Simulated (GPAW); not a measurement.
**Ti: single point with SCAN**

Crystal: Ti.

```
Ti
1.0
    -1.64100    1.64100    1.64100
     1.64100   -1.64100    1.64100
     1.64100    1.64100   -1.64100
Ti
1
Direct
  0.00000 0.00000 0.00000
```

This isn't the form of Ti at room conditions, which is hcp.

* Program: GPAW 26.7.0
* Task: single point
* Functional: SCAN
* Potentials or basis: GPAW PAW data sets (gpaw-data 1.2.1)
* Cutoff: 600 eV
* Basis: pw
* k mesh: 11 × 11 × 11
* Occupations: fermi-dirac, width 0.05 eV
* Spin: no spin polarisation
* Maxiter: 150

The pressure is -3.9 GPa and the band gap on the k mesh is none (metal or under the smearing width).

Levels at points of the mesh, in eV from the Fermi level:
```csv
k point,band 4,band 5,band 6,band 7,band 8,band 9
"(0.00, 0.00, 0.00)",-33.82,-6.22,1.09,1.09,1.09,2.87
```

Wall time 44 s on 1 thread of Arm Neoverse V1 (shared host), peak memory 0.21 GiB.

Caveat: the PAW data sets were made with another functional, which shifts forces and pressure a little.
